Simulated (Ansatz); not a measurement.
# Preparing SiO2 (P3_121) as a host crystal, part 3 of 3

Aim: the runs on the perfect crystal SiO2 (P3_121) that a defect calculation needs first.

Ansatz 0.2.0; plane-wave PAW DFT, r2SCAN; relaxation of the host's cell and atoms; PAW set soft_1 (the session's first sound run).

So far. Step 3 (Dielectric tensors of the host): The principal values of the electronic dielectric tensor are 2.49, 2.49 and 2.52. The principal values of the static dielectric tensor are 4.64, 4.64 and 4.86.

## (7) Defect free supercell relaxed from displaced atoms

This step: plane-wave PAW DFT, r2SCAN; relaxation of the defect-free supercell from random displacements, a test of the host's stability; PAW set soft_1 (Ansatz 0.2.0).

pristine.rattled/input.yaml

```yaml
crystal:
  lattice:
    - [9.8422041343, 0.0, 0.0]
    - [-4.9211020672, 8.5235988096, 0.0]
    - [0.0, 0.0, 10.8330695259]
  atoms:
    - { symbol: Si, position: [0.2655143582, 0.2655143582, 0.0] }
    - { symbol: Si, position: [0.0, 0.2344856418, 0.3333333334] }
    - { symbol: Si, position: [0.2344856418, 0.0, 0.1666666666] }
    - { symbol: O, position: [0.1345190254, 0.2066064985, 0.3922921182] }
    - { symbol: O, position: [0.2933935015, 0.4279125269, 0.0589587848] }
    - { symbol: O, position: [0.0720874731, 0.3654809746, 0.2256254514] }
    - { symbol: O, position: [0.2066064985, 0.1345190254, 0.1077078818] }
    - { symbol: O, position: [0.3654809746, 0.0720874731, 0.2743745486] }
    - { symbol: O, position: [0.4279125269, 0.2933935015, 0.4410412152] }
    - { symbol: Si, position: [0.2655143582, 0.2655143582, 0.5] }
    - { symbol: Si, position: [0.0, 0.2344856418, 0.8333333333] }
    - { symbol: Si, position: [0.2344856418, 0.0, 0.6666666666] }
    - { symbol: O, position: [0.1345190254, 0.2066064985, 0.8922921182] }
    - { symbol: O, position: [0.2933935015, 0.4279125269, 0.5589587848] }
    - { symbol: O, position: [0.0720874731, 0.3654809746, 0.7256254514] }
    - { symbol: O, position: [0.2066064985, 0.1345190254, 0.6077078818] }
    - { symbol: O, position: [0.3654809746, 0.0720874731, 0.7743745486] }
    - { symbol: O, position: [0.4279125269, 0.2933935015, 0.9410412152] }
    - { symbol: Si, position: [0.2655143582, 0.7655143582, 0.0] }
    - { symbol: Si, position: [0.0, 0.7344856418, 0.3333333334] }
    - { symbol: Si, position: [0.2344856418, 0.5, 0.1666666666] }
    - { symbol: O, position: [0.1345190254, 0.7066064985, 0.3922921182] }
    - { symbol: O, position: [0.2933935015, 0.9279125269, 0.0589587848] }
    - { symbol: O, position: [0.0720874731, 0.8654809746, 0.2256254514] }
    - { symbol: O, position: [0.2066064985, 0.6345190254, 0.1077078818] }
    - { symbol: O, position: [0.3654809746, 0.5720874731, 0.2743745486] }
    - { symbol: O, position: [0.4279125269, 0.7933935015, 0.4410412152] }
    - { symbol: Si, position: [0.2655143582, 0.7655143582, 0.5] }
    - { symbol: Si, position: [0.0, 0.7344856418, 0.8333333333] }
    - { symbol: Si, position: [0.2344856418, 0.5, 0.6666666666] }
    - { symbol: O, position: [0.1345190254, 0.7066064985, 0.8922921182] }
    - { symbol: O, position: [0.2933935015, 0.9279125269, 0.5589587848] }
    - { symbol: O, position: [0.0720874731, 0.8654809746, 0.7256254514] }
    - { symbol: O, position: [0.2066064985, 0.6345190254, 0.6077078818] }
    - { symbol: O, position: [0.3654809746, 0.5720874731, 0.7743745486] }
    - { symbol: O, position: [0.4279125269, 0.7933935015, 0.9410412152] }
    - { symbol: Si, position: [0.7655143582, 0.2655143582, 0.0] }
    - { symbol: Si, position: [0.5, 0.2344856418, 0.3333333334] }
    - { symbol: Si, position: [0.7344856418, 0.0, 0.1666666666] }
    - { symbol: O, position: [0.6345190254, 0.2066064985, 0.3922921182] }
    - { symbol: O, position: [0.7933935015, 0.4279125269, 0.0589587848] }
    - { symbol: O, position: [0.5720874731, 0.3654809746, 0.2256254514] }
    - { symbol: O, position: [0.7066064985, 0.1345190254, 0.1077078818] }
    - { symbol: O, position: [0.8654809746, 0.0720874731, 0.2743745486] }
    - { symbol: O, position: [0.9279125269, 0.2933935015, 0.4410412152] }
    - { symbol: Si, position: [0.7655143582, 0.2655143582, 0.5] }
    - { symbol: Si, position: [0.5, 0.2344856418, 0.8333333333] }
    - { symbol: Si, position: [0.7344856418, 0.0, 0.6666666666] }
    - { symbol: O, position: [0.6345190254, 0.2066064985, 0.8922921182] }
    - { symbol: O, position: [0.7933935015, 0.4279125269, 0.5589587848] }
    - { symbol: O, position: [0.5720874731, 0.3654809746, 0.7256254514] }
    - { symbol: O, position: [0.7066064985, 0.1345190254, 0.6077078818] }
    - { symbol: O, position: [0.8654809746, 0.0720874731, 0.7743745486] }
    - { symbol: O, position: [0.9279125269, 0.2933935015, 0.9410412152] }
    - { symbol: Si, position: [0.7655143582, 0.7655143582, 0.0] }
    - { symbol: Si, position: [0.5, 0.7344856418, 0.3333333334] }
    - { symbol: Si, position: [0.7344856418, 0.5, 0.1666666666] }
    - { symbol: O, position: [0.6345190254, 0.7066064985, 0.3922921182] }
    - { symbol: O, position: [0.7933935015, 0.9279125269, 0.0589587848] }
    - { symbol: O, position: [0.5720874731, 0.8654809746, 0.2256254514] }
    - { symbol: O, position: [0.7066064985, 0.6345190254, 0.1077078818] }
    - { symbol: O, position: [0.8654809746, 0.5720874731, 0.2743745486] }
    - { symbol: O, position: [0.9279125269, 0.7933935015, 0.4410412152] }
    - { symbol: Si, position: [0.7655143582, 0.7655143582, 0.5] }
    - { symbol: Si, position: [0.5, 0.7344856418, 0.8333333333] }
    - { symbol: Si, position: [0.7344856418, 0.5, 0.6666666666] }
    - { symbol: O, position: [0.6345190254, 0.7066064985, 0.8922921182] }
    - { symbol: O, position: [0.7933935015, 0.9279125269, 0.5589587848] }
    - { symbol: O, position: [0.5720874731, 0.8654809746, 0.7256254514] }
    - { symbol: O, position: [0.7066064985, 0.6345190254, 0.6077078818] }
    - { symbol: O, position: [0.8654809746, 0.5720874731, 0.7743745486] }
    - { symbol: O, position: [0.9279125269, 0.7933935015, 0.9410412152] }
basis:
  ecutwfc: 500
  xc_grid: 2
hamiltonian:
  xc: r2scan
  pseudopotentials: { kind: paw, azcp: { folder: soft_1 } }
kpoints:
  mp_grid: { grid: [1, 1, 1], shift: [0.25, 0.25, 0.25] }
scf:
  occupations: { method: fermi_dirac, width: 0.01 }
  max_iter: 80
output:
  forces: true
relax:
  f_tol: 0.01
  max_steps: 120
  random_displacement: { amplitude: 0.08, seed: 1004 }
checkpoint:
  write: "../pristine.rattled.run"
  compress: false
  write_wavefunctions: false
  write_every: 100000
```

The run is started by

```
> ansatz run input.yaml --threads 8 --pin off --max-ram 22609MiB --backend cpu --events-out ev --progress --plain --runs-dir out
```

Numbers of over 12 decimals in the logs are rounded to 6 here.

The log of the run:

```text
[...]
Crystal: 72 atoms, lattice volume = 908.797 Å³
Basis set: ecut = 500 eV, 23025 PW (Γ), exchange–correlation on 144×144×160 points (8 copies of the dense FFT grid, shifted against one another)
Bands: 264, of which v1, the nominal top of the filled ones, is band 192 counted from 1 (191 counted from 0)
Symmetry: 1 space group operations
k-points: 1
[...]
SCF iter   1: F=—  HF=-42745.032857 eV  |F-HF|=—  |Δ(HF+E_count)|=         —  Δρ=1.32e-1  dr2=1.45e2  dr2_τ=1.67e1  ethr=3.10e-3  ⟨swp⟩=6.0  Hψ=1176  notcnv=0  defer=34
[...]
SCF iter   9: F=-42714.789894 eV  HF=-42714.789894 eV  |F-HF|=7.68e-9  |Δ(HF+E_count)|=   2.21e-6  Δρ=5.85e-6  dr2=2.65e-7  dr2_τ=3.24e-8  ethr=6.51e-10  ⟨swp⟩=4.0  Hψ=784  notcnv=0
SCF 1 converged in 9 iterations: F = -42714.789894 eV  dr2 = 2.65e-7
[...]
relax step   1: F+E_penalty+E_count = -42714.78989372 eV  Δ(F+E_penalty+E_count) = +0.000e0 eV  max|allowed force component| = 7.332e0 eV/Å  Δτ_max = 0.0000 Å  (9 SCF iters, dr2 threshold 2.50e-6 eV, accepted)
[...]
relax step   2: F+E_penalty+E_count = -42719.33287589 eV  Δ(F+E_penalty+E_count) = -4.543e0 eV  max|allowed force component| = 4.505e0 eV/Å  Δτ_max = 0.0625 Å  (6 SCF iters, dr2 threshold 1.00e-4 eV, accepted)
relax step   3: F+E_penalty+E_count = -42722.40946881 eV  Δ(F+E_penalty+E_count) = -3.077e0 eV  max|allowed force component| = 1.025e-1 eV/Å  Δτ_max = 0.0905 Å  (6 SCF iters, dr2 threshold 1.00e-4 eV, accepted)
relax step   4: F+E_penalty+E_count = -42722.41544331 eV  Δ(F+E_penalty+E_count) = -5.975e-3 eV  max|allowed force component| = 5.237e-3 eV/Å  Δτ_max = 0.0197 Å  (7 SCF iters, dr2 threshold 6.56e-7 eV, accepted)
[...]
SCF iter   3: F=-42722.415443 eV  HF=-42722.415443 eV  |F-HF|=1.70e-9  |Δ(HF+E_count)|=   3.05e-8  Δρ=1.11e-6  dr2=1.14e-8  dr2_τ=1.50e-9  ethr=2.60e-11  ⟨swp⟩=4.0  Hψ=754  notcnv=0
SCF 5 converged in 3 iterations: F = -42722.415443 eV  dr2 = 1.14e-8
relax step   5: F+E_penalty+E_count = -42722.41544349 eV  Δ(F+E_penalty+E_count) = -1.813e-7 eV  max|allowed force component| = 5.236e-3 eV/Å  Δτ_max = 0.0000 Å  (3 SCF iters, accepted)
[...]
SCF iter   2: F=-42722.415443 eV  HF=-42722.415443 eV  |F-HF|=5.38e-10  |Δ(HF+E_count)|=  2.04e-10  Δρ=5.30e-7  dr2=3.44e-9  dr2_τ=1.65e-10  ethr=2.96e-12  ⟨swp⟩=3.0  Hψ=603  notcnv=0
SCF 6 converged in 2 iterations: F = -42722.415443 eV  dr2 = 3.44e-9
SCF converged after 2 iterations
Free energy (F): -42722.415443 eV
[...]
Internal energy: -42722.415443 eV  (E = F + TS)
E sigma→0 (E₀):  -42722.415443 eV
Fermi energy:    5.703531 eV
[...]
--- Forces (eV/Å), atoms counted from 1 ---
  atom   1  Si     0.00026648    -0.00042370     0.00016969
  atom   2  Si     0.00180384     0.00082417     0.00152354
  atom   3  Si     0.00027898     0.00172356    -0.00106456
  atom   4  O     -0.00040916    -0.00053118     0.00006945
  atom   5  O      0.00156129     0.00290217     0.00355172
  atom   6  O     -0.00138404    -0.00420353     0.00447306
  atom   7  O      0.00067632    -0.00132625     0.00033115
  atom   8  O     -0.00215406    -0.00259484    -0.00383971
  atom   9  O      0.00101230     0.00229997    -0.00373198
  atom  10  Si     0.00019162    -0.00008270     0.00057305
  atom  11  Si    -0.00044079     0.00312016     0.00089832
  atom  12  Si     0.00199188     0.00157581    -0.00160924
  atom  13  O     -0.00157158    -0.00187272     0.00029117
  atom  14  O      0.00101192     0.00203805     0.00208840
  atom  15  O     -0.00114034    -0.00475693     0.00359594
  atom  16  O     -0.00025773    -0.00107955     0.00171710
  atom  17  O     -0.00396063    -0.00343379    -0.00213575
  atom  18  O      0.00062688     0.00436685    -0.00346873
  atom  19  Si     0.00099660     0.00017114    -0.00138740
  atom  20  Si     0.00076313     0.00383681     0.00287553
  atom  21  Si     0.00229916     0.00042359    -0.00145680
  atom  22  O     -0.00040903    -0.00013797    -0.00187801
  atom  23  O      0.00163744     0.00223474     0.00311823
  atom  24  O     -0.00020762    -0.00359095     0.00325308
  atom  25  O     -0.00119583    -0.00081008     0.00123353
  atom  26  O     -0.00522895    -0.00319396    -0.00197112
  atom  27  O      0.00330796     0.00229622    -0.00288535
  atom  28  Si    -0.00086199     0.00159010     0.00025278
  atom  29  Si     0.00317519     0.00137552     0.00166638
  atom  30  Si     0.00054768     0.00310542    -0.00197266
  atom  31  O      0.00002742    -0.00089790    -0.00121957
  atom  32  O      0.00150703     0.00260244     0.00214900
  atom  33  O     -0.00139732    -0.00454710     0.00271521
  atom  34  O     -0.00113833    -0.00126862    -0.00132921
  atom  35  O     -0.00326510    -0.00223764    -0.00408259
  atom  36  O      0.00121019     0.00079606    -0.00059599
  atom  37  Si     0.00017711    -0.00002102     0.00071097
  atom  38  Si     0.00033206     0.00251503     0.00250494
  atom  39  Si     0.00394974     0.00134506    -0.00106304
  atom  40  O     -0.00189950    -0.00087798    -0.00104959
[...]
atom  61  O     -0.00062554    -0.00155880    -0.00039144
  atom  62  O     -0.00182253    -0.00300722    -0.00367496
  atom  63  O      0.00216888     0.00120389    -0.00305440
  atom  64  Si    -0.00110258     0.00116445     0.00096486
  atom  65  Si    -0.00028015     0.00342319     0.00073559
  atom  66  Si     0.00292143     0.00268929    -0.00204396
  atom  67  O      0.00010105     0.00038358    -0.00158446
  atom  68  O      0.00111357     0.00095182     0.00203265
  atom  69  O     -0.00124337    -0.00303529     0.00293446
  atom  70  O     -0.00052126    -0.00193901     0.00132136
  atom  71  O     -0.00317500    -0.00248867    -0.00299432
  atom  72  O      0.00071937     0.00054046    -0.00323016
  max |Σ_I F_I| component: 1.28e-3 eV/Å
--- Relaxed structure (5 steps of the walk, 5 accepted, 0 SCFs on fresh bases) ---
  F+E_penalty+E_count = -42722.41544349 eV   max|allowed force component| = 5.236e-3 eV/Å
  atoms:
    - { symbol: Si, position: [0.265737, 0.265543, 1.072748166262609e-5] }
    - { symbol: Si, position: [0.000177, 0.234807, 0.333248] }
    - { symbol: Si, position: [0.234600, 1.5598255879050294e-5, 0.166615] }
    - { symbol: O, position: [0.134705, 0.206893, 0.392167] }
    - { symbol: O, position: [0.293634, 0.428007, 0.058854] }
    - { symbol: O, position: [0.072341, 0.365735, 0.225472] }
    - { symbol: O, position: [0.206673, 0.134587, 0.107791] }
    - { symbol: O, position: [0.365400, 0.072014, 0.274491] }
    - { symbol: O, position: [0.428157, 0.293619, 0.440883] }
    - { symbol: Si, position: [0.265753, 0.265729, 0.499855] }
    - { symbol: Si, position: [0.000266, 0.234511, 0.833305] }
    - { symbol: Si, position: [0.234698, 0.000183, 0.666581] }
    - { symbol: O, position: [0.134898, 0.206717, 0.892156] }
    - { symbol: O, position: [0.293728, 0.428160, 0.558842] }
    - { symbol: O, position: [0.072215, 0.365254, 0.725382] }
    - { symbol: O, position: [0.206890, 0.134729, 0.607578] }
    - { symbol: O, position: [0.365759, 0.072302, 0.774265] }
    - { symbol: O, position: [0.428164, 0.293254, 0.941220] }
    - { symbol: Si, position: [0.265766, 0.765777, -0.000153] }
    - { symbol: Si, position: [0.000130, 0.734424, 0.333265] }
    - { symbol: Si, position: [0.234810, 0.500212, 0.166550] }
    - { symbol: O, position: [0.134603, 0.706496, 0.392269] }
    - { symbol: O, position: [0.293682, 0.928199, 0.058805] }
    - { symbol: O, position: [0.072193, 0.865196, 0.225370] }
    - { symbol: O, position: [0.207070, 0.634814, 0.107584] }
    - { symbol: O, position: [0.365804, 0.572289, 0.274282] }
    - { symbol: O, position: [0.428011, 0.793426, 0.441051] }
    - { symbol: Si, position: [0.265600, 0.765502, 0.500007] }
    - { symbol: Si, position: [0.000109, 0.734744, 0.833306] }
    - { symbol: Si, position: [0.234662, 0.500009, 0.666636] }
    - { symbol: O, position: [0.134615, 0.706810, 0.892238] }
    - { symbol: O, position: [0.293454, 0.927937, 0.558875] }
    - { symbol: O, position: [0.072276, 0.865728, 0.725577] }
    - { symbol: O, position: [0.206808, 0.634621, 0.607821] }
    - { symbol: O, position: [0.365462, 0.572010, 0.774511] }
    - { symbol: O, position: [0.428153, 0.793775, 0.940761] }
    - { symbol: Si, position: [0.765914, 0.265840, -0.000197] }
    - { symbol: Si, position: [0.500136, 0.234470, 0.333243] }
    - { symbol: Si, position: [0.734570, 0.000275, 0.166586] }
    - { symbol: O, position: [0.634614, 0.206581, 0.392301] }
    - { symbol: O, position: [0.793823, 0.428254, 0.058780] }
    - { symbol: O, position: [0.572242, 0.365197, 0.225315] }
    - { symbol: O, position: [0.706786, 0.134806, 0.107518] }
    - { symbol: O, position: [0.865532, 0.072420, 0.274339] }
    - { symbol: O, position: [0.928115, 0.293726, 0.440990] }
    - { symbol: Si, position: [0.765655, 0.265627, 0.500015] }
    - { symbol: Si, position: [0.500265, 0.234707, 0.833246] }
    - { symbol: Si, position: [0.734817, 9.139344470424361e-5, 0.666652] }
    - { symbol: O, position: [0.635131, 0.207122, 0.891910] }
    - { symbol: O, position: [0.793350, 0.427980, 0.558942] }
    - { symbol: O, position: [0.572079, 0.365801, 0.725568] }
    - { symbol: O, position: [0.706984, 0.134702, 0.607795] }
    - { symbol: O, position: [0.865493, 0.072019, 0.774625] }
    - { symbol: O, position: [0.928395, 0.293637, 0.941050] }
    - { symbol: Si, position: [0.765619, 0.765629, 4.495898988321157e-5] }
    - { symbol: Si, position: [0.500211, 0.734764, 0.333246] }
    - { symbol: Si, position: [0.734667, 0.500018, 0.166585] }
    - { symbol: O, position: [0.634958, 0.707170, 0.392111] }
    - { symbol: O, position: [0.793409, 0.928028, 0.058936] }
    - { symbol: O, position: [0.572121, 0.865793, 0.225527] }
    - { symbol: O, position: [0.706846, 0.634666, 0.107799] }
    - { symbol: O, position: [0.865397, 0.571974, 0.274515] }
    - { symbol: O, position: [0.928254, 0.793602, 0.440958] }
    - { symbol: Si, position: [0.765887, 0.765862, 0.499873] }
    - { symbol: Si, position: [0.500156, 0.734512, 0.833230] }
    - { symbol: Si, position: [0.734545, 0.500235, 0.666610] }
    - { symbol: O, position: [0.634561, 0.706579, 0.892355] }
    - { symbol: O, position: [0.794009, 0.928343, 0.558871] }
    - { symbol: O, position: [0.572353, 0.865226, 0.725300] }
    - { symbol: O, position: [0.706824, 0.634824, 0.607577] }
    - { symbol: O, position: [0.865508, 0.572361, 0.774364] }
    - { symbol: O, position: [0.928068, 0.793663, 0.941060] }
```

Wall time 48 s (8 threads of Arm Neoverse V2, shared host); peak memory 2 GiB.

Step by step:

| step | energy less that of the first step (eV) | largest force component (eV/Å) |
| --- | --- | --- |
| 1 | 0.0000 | 7.3318 |
| 2 | -4.5430 | 4.5053 |
| 3 | -7.6196 | 0.1025 |
| 4 | -7.6255 | 0.0052 |
| 5 | -7.6255 | 0.0052 |

The relaxation ends 106 meV an atom lower than the displaced start, with a largest force component of 0.0052 eV/Å.

## (8) Summary of results

- primitive cell vectors, lengths: 4.921, 4.921, 5.417 Å
- electronic dielectric constant: principal values (2.49, 2.49, 2.52)
- static dielectric constant: principal values (4.64, 4.64, 4.86)
- gap on the k-mesh of the response run (PBEsol): 5.83 eV
- supercell relaxed in its symmetry less the displaced and relaxed one: 0.000 eV
- energy an atom at one point at (¼, ¼, ¼) less that on the dense mesh: 0.000 eV

**Reading.** Step 7: The energy fell by 7.626 eV from the randomly displaced start; against the sites as typed, O49 ends farthest off, by 0.01 Å. The displaced cell ends within 0.01 eV of the symmetric one relaxed in its symmetry, so no lower structure shows in this supercell. The k-mesh can miss the band edges, so this gap is an upper bound at this level. All at zero temperature.

[Logs are printed without paths, hosts, clocks, repeated set-up lines and the standing remarks that a program may print on its own settings, such as how far it seeks lower states.]

[Hosts, paths, dates, database ids (printed as entryN), source tags and the programs' standing remarks are cut or masked in the printed files.]

[Runs of the host that timed out are not shown.]

[For some hosts the program warned that the k-mesh of the response run may be too coarse for force constants and the static dielectric constant; such warnings are not always shown.]
